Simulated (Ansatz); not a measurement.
# C: the cost of one run

Method: DFT PBEsol, scalar-relativistic, plane waves, PAW, in Ansatz 0.2.0.

4 further runs of the same task are left out: 2 that didn't finish, 2 set aside as unsound or not needed.

### 1 Starting point

It takes space group R-3m (No. 166, trigonal). The conventional cell has a = 2.459 Å, b = 2.459 Å, c = 10.794 Å, α = 90.00°, β = 90.00°, γ = 120.00°. Around C (site symmetry 3m) lie 3 C at 1.42 Å.

As a file:

```cif
data_structure
_symmetry_space_group_name_H-M 'P 1'
_symmetry_Int_Tables_number 1
_cell_length_a 3.8680
_cell_length_b 3.8680
_cell_length_c 3.8680
_cell_angle_alpha 37.066
_cell_angle_beta 37.066
_cell_angle_gamma 37.066
_cell_volume 18.84
loop_
_atom_site_label
_atom_site_type_symbol
_atom_site_fract_x
_atom_site_fract_y
_atom_site_fract_z
_atom_site_occupancy
C1 C 0.16664 0.16664 0.16664 1
C2 C 0.83336 0.83336 0.83336 1
```

This cell was relaxed beforehand with the same method: volume 9.42 Å³/atom, gap on the mesh 0.44 eV.

Bulk energy on matching settings, from an earlier run: -246.6909 eV/atom.

### 2 The (021) slab

Miller indices refer to the conventional cell of the relaxed bulk, R-3m (No. 166): a = 2.459 Å, b = 2.459 Å, c = 10.794 Å, α = 90.00°, β = 90.00°, γ = 120.00°.

Cut from the relaxed bulk: a (021) slab, 11.3 Å thick as cut, with 15 Å of vacuum; its outer planes are C (top) and C (bottom).

The slab as cut. Its planes from the bottom up:

```csv
plane,atoms per cell,height over the lowest (Å)
1,C,0.00
2,C,0.71
3,C,1.06
4,C,1.77
5,C,2.12
6,C,2.83
7,C,3.18
8,C,3.89
9,C,4.24
10,C,4.94
11,C,5.30
12,C,6.00
13,C,6.36
14,C,7.06
15,C,7.42
16,C,8.12
17,C,8.48
18,C,9.18
19,C,9.54
20,C,10.24
21,C,10.60
22,C,11.30
```

### 3 Single point on the unrelaxed (021) slab

A dipole layer in the vacuum cancels the field that periodic copies would set up if the slab's two faces differ.

Contents of input.yaml:

```yaml
crystal:
  lattice:
    - [2.458910253, 0.0, 0.0]
    - [-1.2294551265, 7.2311265235, 0.0]
    - [0.0, 0.0, 26.3024263667]
  atoms:
    - { symbol: C, position: [0.8665484865, 0.7330969729, 0.285144796] }
    - { symbol: C, position: [0.3617707433, 0.7235414866, 0.3120037408] }
    - { symbol: C, position: [0.6093215631, 0.2186431261, 0.3254299423] }
    - { symbol: C, position: [0.1045438199, 0.2090876398, 0.3522888871] }
    - { symbol: C, position: [0.3520946396, 0.7041892793, 0.3657150886] }
    - { symbol: C, position: [0.8473168965, 0.694633793, 0.3925740334] }
    - { symbol: C, position: [0.0948677162, 0.1897354325, 0.4060002349] }
    - { symbol: C, position: [0.5900899731, 0.1801799462, 0.4328591798] }
    - { symbol: C, position: [0.8376407928, 0.6752815857, 0.4462853813] }
    - { symbol: C, position: [0.3328630497, 0.6657260993, 0.4731443261] }
    - { symbol: C, position: [0.5804138694, 0.1608277388, 0.4865705276] }
    - { symbol: C, position: [0.0756361263, 0.1512722525, 0.5134294724] }
    - { symbol: C, position: [0.323186946, 0.646373892, 0.5268556739] }
    - { symbol: C, position: [0.8184092029, 0.6368184057, 0.5537146187] }
    - { symbol: C, position: [0.0659600226, 0.1319200452, 0.5671408202] }
    - { symbol: C, position: [0.5611822794, 0.1223645589, 0.5939997651] }
    - { symbol: C, position: [0.8087330992, 0.6174661984, 0.6074259666] }
    - { symbol: C, position: [0.303955356, 0.6079107121, 0.6342849114] }
    - { symbol: C, position: [0.5515061758, 0.1030123516, 0.6477111129] }
    - { symbol: C, position: [0.0467284326, 0.0934568653, 0.6745700577] }
    - { symbol: C, position: [0.2942792524, 0.5885585048, 0.6879962592] }
    - { symbol: C, position: [0.7895015092, 0.5790030184, 0.714855204] }
basis:
  ecutwfc: 420
kpoints:
  mp_grid: { grid: [14, 5, 1] }
hamiltonian:
  xc: pbesol
scf:
  occupations: { method: gaussian, width: 0.05 }
output:
  forces: true
  stress: true
  eigenvalues: true
  write_density: true
  write_potential: true
  elf: true
  volumetric_format: npy
efield:
  axis: 3
  dipole_correction: true
  ramp_width: 0.04
```

Run with:

```console
> ansatz run input.yaml --threads 2 --pin off --max-ram 5120MiB --backend cpu --events-out ev --progress --plain --runs-dir out
```

Q: Estimate wall time and peak memory on 2 threads of Arm Neoverse V2, shared host.

About 1.9 min, with a peak of 1.2 GiB.
